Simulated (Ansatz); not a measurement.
## HgTe under strain: Quadrupolar parameters

The cell is an entry of the Crystallography Open Database (COD), relaxed with PBE at fixed cell and then changed (z stretched by 1 %, ions relaxed).

```
CELL_PARAMETERS angstrom
0.00000 2.92150 2.95072
2.92150 0.00000 2.95072
2.92150 2.92150 0.00000
ATOMIC_POSITIONS crystal
Hg 0.00000 0.00000 0.00000
Te 0.50000 0.50000 0.50000
```

Sites (sets of like atoms) are named by element and the number of their first atom in this list.

All values are calculated (Ansatz; DFT, PBE, plane waves and PAW, scalar-relativistic, 420 eV cutoff, Γ-centred 14×14×14 k-points, Fermi–Dirac smearing 0.05 eV), not measured.

C_Q = eQV_zz/h, which is 24.18 MHz for Q = 1 b and V_zz = 10²¹ V/m²; η = (V_xx − V_yy)/V_zz.

²⁰¹Hg: I = 3/2, Q = 387.0 mb. Quadrupole moments are those of Pyykkö's year-2017 table.

(1) Which values are expected at the nuclei?

## Answers

(1) 

```json
{"site": "Hg", "atoms (order as listed)": "1", "first shell": "6 Te at 2.92–2.95 Å", "V_zz (10²¹ V/m²)": "1.09", "η": "0.00", "C_Q (MHz)": "10.2"}
{"site": "Te", "atoms (order as listed)": "2", "first shell": "6 Hg at 2.92–2.95 Å", "V_zz (10²¹ V/m²)": "-2.27", "η": "0.00", "C_Q (MHz)": "–"}
```

An axis of threefold or higher order runs through Hg and Te, so V_zz lies along it and η is zero.

Te has no stable isotope with a ground-state quadrupole moment in the table, so no C_Q is given.

With no gap above 0.1 eV, as in a metal, the gradients converge slowly in k; expect changes of a tenth or more on a denser mesh. Spin–orbit coupling is left out, which shifts gradients on Hg by a few per cent in wide-gap crystals, and can shift them far more where the calculated gap is small or absent, as here. At this changed cell the PBE pressure is 10 GPa.
